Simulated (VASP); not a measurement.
# Ga2O3 (C2/m) in VASP: notebook, part 2 of 2

VASP 6.6.1.

## (4) Single point, PBE

INCAR

```
SYSTEM = Ga2O3
ALGO     = Normal         ! electronic algorithm
EDIFF    = 1E-6           ! SCF threshold, eV
ENCUT    = 520            ! plane-wave cutoff, eV
GGA      = PE             ! functional
ISIF     = 2              ! what is computed and relaxed
ISMEAR   = 0              ! smearing method
LASPH    = .TRUE.         ! aspherical terms in the spheres
LCHARG   = .FALSE.        ! write CHGCAR
LREAL    = .FALSE.        ! projectors in reciprocal space
LWAVE    = .FALSE.        ! write WAVECAR
NBANDS   = 55             ! bands
NELM     = 100            ! most SCF steps
PREC     = Accurate       ! precision mode
SIGMA    = 0.011          ! smearing width, eV
```

KPOINTS

```
k-points
0
G
  9 9 5
  0 0 0
```

POSCAR

```
Ga2O3
1.0
    6.1070000000     -1.5185500000      0.0000000000
    6.1070000000      1.5185500000      0.0000000000
   -1.3859888959      0.0000000000      5.6300087380
Ga O
4 6
Direct
    0.3413400000      0.3413400000      0.6859800000
    0.6586600000      0.6586600000      0.3140200000
    0.9095000000      0.9095000000      0.2054000000
    0.0905000000      0.0905000000      0.7946000000
    0.5041000000      0.5041000000      0.7434000000
    0.4959000000      0.4959000000      0.2566000000
    0.8267000000      0.8267000000      0.4368000000
    0.1733000000      0.1733000000      0.5632000000
    0.8355000000      0.8355000000      0.8902000000
    0.1645000000      0.1645000000      0.1098000000
```

Potentials or basis: VASP PAW PBE potentials, release 64 (Ga_d, O).

Started as:

```console
cat potpaw_PBE.64/Ga_d/POTCAR potpaw_PBE.64/O/POTCAR > POTCAR
mpirun -np 1 vasp_std > vasp.out
```

OUTCAR:

```text
SYSTEM = Ga2O3
   EDIFF = 1E-6
   ENCUT = 520
   GGA = PE
   ISIF = 2
   ISMEAR = 0
   LASPH = .TRUE.
   LREAL = .FALSE.
   NELM = 100
   PREC = Accurate

 ion  position               nearest neighbor table
   1  0.341  0.341  0.686-   5 1.94   9 1.94   9 1.94   8 2.01   7 2.07   7 2.07
   2  0.659  0.659  0.314-   6 1.94  10 1.94  10 1.94   7 2.01   8 2.07   8 2.07
   3  0.910  0.910  0.205-   6 1.83   6 1.83   9 1.83   7 1.86
   4  0.090  0.090  0.795-   5 1.83   5 1.83  10 1.83   8 1.86
   5  0.504  0.504  0.743-   4 1.83   4 1.83   1 1.94
   6  0.496  0.496  0.257-   3 1.83   3 1.83   2 1.94
   7  0.827  0.827  0.437-   3 1.86   2 2.01   1 2.07   1 2.07
   8  0.173  0.173  0.563-   4 1.86   1 2.01   2 2.07   2 2.07
   9  0.836  0.836  0.890-   3 1.83   1 1.94   1 1.94
  10  0.164  0.164  0.110-   4 1.83   2 1.94   2 1.94

  LATTYP: Found a base centered monoclinic cell.
 ALAT       =    12.2140000000
 B/A-ratio  =     0.2486572785
 C/A-ratio  =     0.4747093499
 COS(beta)  =    -0.2390419096

[... 205 lines left out ...]
  band No.  band energies     occupation
      1     -15.0581      2.00000
      2     -13.8907      2.00000
      3     -13.8566      2.00000
      4     -13.7346      2.00000
      5     -13.2620      2.00000
      6     -13.2473      2.00000
[... 1381 lines left out ...]
     54      16.1159      0.00000
     55      16.4004      0.00000

 [... further k-points ...]

------------------------ aborting loop because EDIFF is reached ----------------------------------------

  FORCE on cell =-STRESS in cart. coord.  units (eV):
  Direction    XX          YY          ZZ          XY          YZ          ZX
  --------------------------------------------------------------------------------------
  -------------------------------------------------------------------------------------
  Total        6.4805881      7.1497175      6.3030337      0.0000000      0.0000000      0.1117650
  in kB       99.4326279    109.6991809     96.7083851      0.0000000      0.0000000      1.7148272
  external PRESSURE =     101.9467313 kB  Pullay stress =       0.0000000 kB

 VOLUME and BASIS-vectors are now :
 -----------------------------------------------------------------------------
  energy-cutoff  :      520.00
  volume of cell :      104.42
      direct lattice vectors                 reciprocal lattice vectors
     6.107000000 -1.518550000  0.000000000     0.081873260 -0.329261467  0.020155462
     6.107000000  1.518550000  0.000000000     0.081873260  0.329261467  0.020155462
    -1.385988896  0.000000000  5.630008738     0.000000000  0.000000000  0.177619618

 POSITION                                       TOTAL-FORCE (eV/Angst)
 -----------------------------------------------------------------------------------
      3.21837      0.00000      3.86207         0.032615      0.000000     -0.058825
      7.60965      0.00000      1.76794        -0.032615      0.000000      0.058825
     10.82395      0.00000      1.15640        -0.108950      0.000000     -0.068867
      0.00406      0.00000      4.47360         0.108950      0.000000      0.068867
      5.12673      0.00000      4.18535        -0.164291      0.000000     -0.056613
      5.70128      0.00000      1.44466         0.164291      0.000000      0.056613
      9.49191      0.00000      2.45919         0.032542      0.000000      0.048441
      1.33610      0.00000      3.17082        -0.032542      0.000000     -0.048441
      8.97099      0.00000      5.01183        -0.223519      0.000000      0.099532
      1.85702      0.00000      0.61817         0.223519      0.000000     -0.099532
 -----------------------------------------------------------------------------------
    total drift:                                0.000000      0.000000      0.000000

  FREE ENERGIE OF THE ION-ELECTRON SYSTEM (eV)
  ---------------------------------------------------
  free  energy   TOTEN  =       -59.5043774603 eV

  energy  without entropy=      -59.5043774603  energy(sigma->0) =      -59.50437746
```

stdout:

```text
POSCAR found type information on POSCAR GaO
 POSCAR found :  2 types and      10 ions
 scaLAPACK will be used
 LDA part: xc-table for (Slater+PW92), standard interpolation
 POSCAR, INCAR and KPOINTS ok, starting setup
 FFT: planning ... GRIDC
 FFT: planning ... GRID_SOFT
 FFT: planning ... GRID
 WAVECAR not read
 entering main loop
```

Wall time 15 min (1 thread of Intel Xeon Platinum 8488C (Sapphire Rapids), shared host); peak memory 0.64 GiB.

Results:

| Item | Value |
| --- | --- |
| Free energy | -59.5044 eV |
| Pressure | 10.2 GPa |
| Largest force | 0.245 eV/Å |
| Band gap on the k mesh | 2.42 eV, indirect (least direct gap 2.44 eV) |

Forces on the atoms (eV/Å):
```
Ga   0.033  0.000 -0.059
Ga  -0.033  0.000  0.059
Ga  -0.109  0.000 -0.069
Ga   0.109  0.000  0.069
O   -0.164  0.000 -0.057
O    0.164  0.000  0.057
O    0.033  0.000  0.048
O   -0.033  0.000 -0.048
O   -0.224  0.000  0.100
O    0.224  0.000 -0.100
```

Caveat: an odd mesh through Γ misses points on the zone boundary, where band edges often lie.

## (5) For comparison

An earlier run on the cell as given: functional PBE; potentials or basis VASP PAW PBE potentials, release 64 (Ga_d, O); cutoff 520 eV; k mesh 9 × 9 × 5; occupations fermi-dirac, width 0.05 eV; no spin polarisation.

* Pressure: 10.2 GPa
* Largest force: 0.245 eV/Å
* Band gap on the k mesh: 2.42 eV, indirect (least direct gap 2.44 eV)

## (6) Summary

```csv
task,potentials or basis,cell,cutoff (eV),smearing,gap on the mesh (eV),pressure (GPa),largest force (eV/Å)
single point,"VASP PAW PBE potentials, release 64 (Ga_d, O)",as given,520,gaussian 0.015 eV,2.42,10.2,0.24
relaxation of cell and atoms,"VASP PAW PBE potentials, release 64 (Ga, O)",relaxed,580,fermi-dirac 0.05 eV,1.83,0.0,0.01
single point,"VASP PAW PBE potentials, release 64 (Ga_d, O)",as given,520,gaussian 0.011 eV,2.42,10.2,0.24
single point,"VASP PAW PBE potentials, release 64 (Ga_d, O)",as given,520,fermi-dirac 0.05 eV,2.42,10.2,0.24
```

Alike in all rows: level PBE; no spin polarisation; k mesh 9 × 9 × 5.

Caveats: an odd mesh through Γ misses points on the zone boundary, where band edges often lie.

Total energies depend on the potentials used, so only differences within one code and one set of settings carry meaning.
